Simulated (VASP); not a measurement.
# SnSe (Pm-3m) in VASP: further runs, part 2 of 3

VASP 6.6.1. Earlier steps stand in the parts before.

### 3 Relaxation of cell and atoms, r2SCAN, target pressure 50.1 GPa, at which the enthalpy is minimised

This run uses another cell than the first one, of 16.11 Å³/atom, 0.971 times its volume.

Input file INCAR:

```
PREC = Accurate
ENCUT = 600
EDIFF = 1E-6
ISMEAR = 0
SIGMA = 0.03
LREAL = False
LASPH = True
NELM = 80
ALGO = Normal
ISIF = 3
LWAVE = False
LCHARG = False
METAGGA = R2SCAN
LMIXTAU = True
IBRION = 2
NSW = 90
EDIFFG = -0.01
PSTRESS = 501.0
```

Input file KPOINTS:

```
regular mesh
0
Gamma
  8 8 8
```

Input file POSCAR:

```
SnSe
1.0
    3.1821000000      0.0000000000      0.0000000000
    0.0000000000      3.1821000000      0.0000000000
    0.0000000000      0.0000000000      3.1821000000
Sn Se
1 1
Direct
    0.5000000000      0.5000000000      0.5000000000
    0.0000000000      0.0000000000      0.0000000000
```

Potentials or basis: VASP PAW PBE potentials, release 64 (Sn_d, Se).

Started as:

```sh
$ cat potpaw_PBE.64/Sn_d/POTCAR potpaw_PBE.64/Se/POTCAR > POTCAR
$ mpirun -np 1 vasp_std > vasp.out
```

OUTCAR:

```text
PREC = Accurate
   ENCUT = 600
   EDIFF = 1E-6
   ISMEAR = 0
   LREAL = False
   LASPH = True
   NELM = 80
   ISIF = 3
   METAGGA = R2SCAN
   IBRION = 2
   NSW = 90
   EDIFFG = -0.01
   PSTRESS = 501.0

 ion  position               nearest neighbor table
   1  0.500  0.500  0.500-   2 2.76   2 2.76   2 2.76   2 2.76   2 2.76   2 2.76   2 2.76   2 2.76

   2  0.000  0.000  0.000-   1 2.76   1 2.76   1 2.76   1 2.76   1 2.76   1 2.76   1 2.76   1 2.76

  LATTYP: Found a simple cubic cell.
 ALAT       =     3.1821000000

  Lattice vectors:

 A1 = (   3.1821000000,   0.0000000000,   0.0000000000)
 A2 = (   0.0000000000,   3.1821000000,   0.0000000000)
 A3 = (   0.0000000000,   0.0000000000,   3.1821000000)

Analysis of symmetry for initial positions (statically):
=====================================================================
 Subroutine PRICEL returns:
 Original cell was already a primitive cell.

 Routine SETGRP: Setting up the symmetry group for a
 simple cubic supercell.

 Subroutine GETGRP returns: Found 48 space group operations
 (whereof 48 operations were pure point group operations)
 out of a pool of 48 trial point group operations.

The static configuration has the point symmetry O_h .

Analysis of symmetry for dynamics (positions and initial velocities):
=====================================================================
 Subroutine PRICEL returns:
 Original cell was already a primitive cell.

 Routine SETGRP: Setting up the symmetry group for a
 simple cubic supercell.

 Subroutine GETGRP returns: Found 48 space group operations
 (whereof 48 operations were pure point group operations)
 out of a pool of 48 trial point group operations.

The dynamic configuration has the point symmetry O_h .

 Subroutine INISYM returns: Found 48 space group operations
 (whereof 48 operations are pure point group operations),
 and found     1 'primitive' translations

----------------------------------------------------------------------------------------

                                     Primitive cell

  volume of cell :      32.2212

  direct lattice vectors                    reciprocal lattice vectors
     3.182100000  0.000000000  0.000000000     0.314257880  0.000000000  0.000000000
     0.000000000  3.182100000  0.000000000     0.000000000  0.314257880  0.000000000
     0.000000000  0.000000000  3.182100000     0.000000000  0.000000000  0.314257880

  length of vectors
     3.182100000  3.182100000  3.182100000     0.314257880  0.314257880  0.314257880

  position of ions in fractional coordinates (direct lattice)
     0.500000000  0.500000000  0.500000000
     0.000000000  0.000000000  0.000000000

  ion indices of the primitive-cell ions
   primitive index   ion index
                 1           1
                 2           2

----------------------------------------------------------------------------------------

 KPOINTS: regular mesh

Automatic generation of k-mesh.
 Grid dimensions read from file:
 generate k-points for:    8    8    8

 Generating k-lattice:

[... 53 lines left out ...]
   ISTART =      0    job   : 0-new  1-cont  2-samecut
   ICHARG =      2    charge: 1-file 2-atom 10-const
   ISPIN  =      1    spin polarized calculation?
   LNONCOLLINEAR =      F non collinear calculations
   LSORBIT =      F    spin-orbit coupling
   LASPH  =      T    aspherical Exc in radial PAW
   ENCUT  =  600.0 eV  44.10 Ry    6.64 a.u.   6.36  6.36  6.36*2*pi/ulx,y,z
   NELM   =     80;   NELMIN=  2; NELMDL= -5     # of ELM steps
   EDIFF  = 0.1E-05   stopping-criterion for ELM
   LREAL  =      F    real-space projection
   EDIFFG = -.1E-01   stopping-criterion for IOM
   NSW    =     90    number of steps for IOM
   IBRION =      2    ionic relax: 0-MD 1-quasi-New 2-CG
   NFREE  =      1    steps in history (QN), initial steepest desc. (CG)
   ISIF   =      3    stress and relaxation
   ISYM   =      2    0-nonsym 1-usesym 2-fastsym
   POTIM  = 0.5000    time-step for ionic-motion
   TEBEG  =    0.0;   TEEND  =   0.0 temperature during run
   PSTRESS=  501.0 pullay stress
   NELECT =      20.0000    total number of electrons
   NUPDOWN=      -1.0000    fix difference up-down
   EMIN   =  10.00;   EMAX   =-10.00  energy-range for DOS
   EFERMI =   0.00;   METHOD = LEGACY
   ISMEAR =     0;   SIGMA  =   0.03  broadening in eV -4-tet -1-fermi 0-gaus
   EFERMI_NEDOS =   21; number of points for ismear=-14 and -15
   IALGO  =     38    algorithm
   IMIX   =      4    mixing-type and parameters
     AMIX     =   0.40;   BMIX     =  1.00
     AMIX_MAG =   1.60;   BMIX_MAG =  1.00
  volume/ion in A,a.u.               =      16.11       108.72
  Fermi-wavevector in a.u.,A,eV,Ry     =   1.396489  2.638982 26.533849  1.950183
  Thomas-Fermi vector in A             =   2.519839
   LORBIT       =      0    0 simple, 1 ext, 2 COOP (PROOUT), +10 PAW based schemes
   METAGGA = R2SCAN    functional components
   LHFCALC =     F    Hartree Fock is set to
   AEXX    =    0.0000 exact exchange contribution
   IVDW    =     0    specifies the selected vdW correction
   LEPSILON=     F    determine dielectric tensor
   LRPA    =     F    only Hartree local field effects (RPA)
 conjugate gradient relaxation of ions
 non-spin polarized calculation
 Gauss-broadening in eV      SIGMA  =   0.03
  energy-cutoff  :      600.00
  volume of cell :       32.22
 maximum number of plane-waves:      1108
 NGX is ok and might be reduce to    28
   NGX = 13   NGY = 13   NGZ = 13

--------------------------------------- Ionic step        1  -------------------------------------------

 number of electron      20.0000008 magnetization

 Free energy of the ion-electron system (eV)
  ---------------------------------------------------
  ext. energy  EPLUGINS =         0.00000000
  ---------------------------------------------------
  free energy    TOTEN  =       -37.20870851 eV

  energy without entropy =      -37.20822909  energy(sigma->0) =      -37.20846880

------------------------ aborting loop because EDIFF is reached ----------------------------------------

  FORCE on cell =-STRESS in cart. coord.  units (eV):
  Direction    XX          YY          ZZ          XY          YZ          ZX
  --------------------------------------------------------------------------------------
  -------------------------------------------------------------------------------------
  Total       11.5268880     11.5268880     11.5268880     -0.0000000      0.0000000      0.0000000
  in kB      573.1670096    573.1670096    573.1670096     -0.0000000      0.0000000      0.0000000
  external PRESSURE =      72.1670096 kB  Pullay stress =     501.0000000 kB
[... 101 lines left out ...]
--------------------------------------- Ionic step        4  -------------------------------------------

 number of electron      19.9999999 magnetization

 Free energy of the ion-electron system (eV)
  ---------------------------------------------------
  ext. energy  EPLUGINS =         0.00000000
  ---------------------------------------------------
  free energy    TOTEN  =       -37.50830596 eV

  energy without entropy =      -37.50784230  energy(sigma->0) =      -37.50807413

 E-fermi :  12.3770     XC(G=0): -13.0898

 val. band max:       12.3506859981   @ k =   0.3750   0.3750   0.2500
 cond. band min:      12.4080851289   @ k =   0.1250   0.1250   0.1250
 fundamental gap:      0.0573991309
 Fermi energy:        12.3769534962

 k-point     1 :       0.0000    0.0000    0.0000
  band No.  band energies     occupation
      1     -10.8142      2.00000
      2     -10.8142      2.00000
      3     -10.5427      2.00000
      4     -10.5427      2.00000
      5     -10.5427      2.00000
      6      -6.2747      2.00000
      7       7.7756      2.00000
      8       8.3917      2.00000
      9       8.3917      2.00000
     10       8.3917      2.00000
     11      15.6423      0.00000
     12      15.6423      0.00000
     13      22.0409      0.00000
     14      22.0409      0.00000
[... 377 lines left out ...]
      1     -10.8240      2.00000
      2     -10.6572      2.00000
      3     -10.6461      2.00000
      4     -10.6275      2.00000
      5     -10.4552      2.00000
      6      -2.3133      2.00000
      7       2.5089      2.00000
      8       4.4731      2.00000
      9       6.7620      2.00000
     10      10.1033      2.00000
     11      14.8005      0.00000
     12      16.0497      0.00000
     13      18.3900      0.00000
     14      21.0361      0.00000

 [... further k-points ...]

------------------------ aborting loop because EDIFF is reached ----------------------------------------

  FORCE on cell =-STRESS in cart. coord.  units (eV):
  Direction    XX          YY          ZZ          XY          YZ          ZX
  --------------------------------------------------------------------------------------
  -------------------------------------------------------------------------------------
  Total       10.3534433     10.3534433     10.3534433      0.0000000     -0.0000000      0.0000000
  in kB      500.9153456    500.9153456    500.9153456      0.0000000     -0.0000000      0.0000000
  external PRESSURE =      -0.0846544 kB  Pullay stress =     501.0000000 kB
[... 21 lines left out ...]
  energy  without entropy=      -37.5078422988  energy(sigma->0) =      -37.50807413

  enthalpy is  TOTEN    =       -27.1531129443 eV   P V=       10.3551930182

 reached required accuracy - stopping structural energy minimisation
```

OSZICAR:

```text
N       E                     dE             d eps       ncg     rms          rms(c)
DAV:   1     0.102450485521E+03    0.10245E+03   -0.12235E+04  1006   0.246E+03
DAV:   2    -0.297275270368E+02   -0.13218E+03   -0.12890E+03  1022   0.458E+02
DAV:   3    -0.401719745254E+02   -0.10444E+02   -0.10217E+02  1304   0.100E+02
DAV:   4    -0.403505593922E+02   -0.17858E+00   -0.17853E+00  1100   0.141E+01
[... 45 lines left out ...]
DAV:   4    -0.375083026036E+02   -0.14235E-04   -0.36398E-05   992   0.664E-02    0.641E-03
DAV:   5    -0.375083043339E+02   -0.17302E-05   -0.38570E-06  1016   0.243E-02    0.405E-03
DAV:   6    -0.375083022964E+02    0.20375E-05   -0.78678E-06  1004   0.323E-02    0.336E-03
DAV:   7    -0.375083062603E+02   -0.39639E-05   -0.33556E-06   972   0.229E-02    0.147E-03
DAV:   8    -0.375083059625E+02    0.29780E-06   -0.66009E-07   490   0.994E-03
   4 F= -.27153113E+02 E0= -.27152881E+02  d E =-.199510E-01
```

CONTCAR:

```text
SnSe
   1.00000000000000
     3.2112714509541966   -0.0000000000000000    0.0000000000000000
    -0.0000000000000000    3.2112714509541966   -0.0000000000000000
     0.0000000000000000    0.0000000000000000    3.2112714509541966
  Sn              Se
     1     1
Direct
     0.5000000000000000    0.5000000000000000    0.5000000000000000
     0.0000000000000000    0.0000000000000000    0.0000000000000000

  0.00000000E+00  0.00000000E+00  0.00000000E+00
  0.00000000E+00  0.00000000E+00  0.00000000E+00
```

Wall time 2.1 min (1 thread of Intel Xeon 6975P-C (Granite Rapids), shared host); peak memory 0.18 GiB.

What came out:

```
Free energy                                            : -37.5083 eV
Relaxed volume                                         : 16.56 Å³/atom
Relaxed cell                                           : a = 3.211 Å, b = 3.211 Å, c = 3.211 Å, α = 90.00°, β = 90.00°, γ = 90.00°
Space group after relaxing (to 0.05 Å)                 : Pm-3m (No. 221)
Energy change on relaxing (the enthalpy is what falls) : -149.8 meV/atom
Ionic steps                                            : 4
Pressure after relaxing                                : 50.1 GPa
Band gap on the k mesh                                 : none (metal or under the smearing width)
```

The path:
| step | energy change (eV) | largest force (eV/Å) | pressure (GPa) | volume (Å³) |
| --- | --- | --- | --- | --- |
| 1 | 0.0000 | 0.0000 | 57.32 | 32.22 |
| 2 | -0.9823 | 0.0000 | 34.09 | 35.73 |
| 3 | -0.3235 | 0.0000 | 49.50 | 33.19 |
| 4 | -0.2996 | 0.0000 | 50.09 | 33.12 |

Final structure:
```xyz
2
Lattice="3.2113 0.0000 0.0000 0.0000 3.2113 0.0000 0.0000 0.0000 3.2113" Properties=species:S:1:pos:R:3 pbc="T T T"
Sn    1.6056    1.6056    1.6056
Se    0.0000    0.0000    0.0000
```

Levels at points of the mesh, in eV from the Fermi level:
| k point | band 8 | band 9 | band 10 | band 11 | band 12 | band 13 |
| --- | --- | --- | --- | --- | --- | --- |
| (0.00, 0.00, 0.00) | -3.99 | -3.99 | -3.99 | 3.27 | 3.27 | 9.66 |
| (0.50, 0.00, 0.00) | -1.69 | -1.69 | 0.46 | 2.12 | 3.20 | 3.20 |
| (0.50, 0.50, 0.00) | -8.97 | -7.50 | -1.07 | 5.48 | 5.48 | 6.84 |
| (0.50, 0.50, 0.50) | -5.76 | -5.76 | -3.79 | -3.25 | -3.25 | -3.25 |

Caveat: the cell is relaxed towards a set pressure, so the enthalpy falls and the energy may rise; the PAW data sets were made with another functional, which shifts forces and pressure a little.

(Part 2 of 3 ends here.)
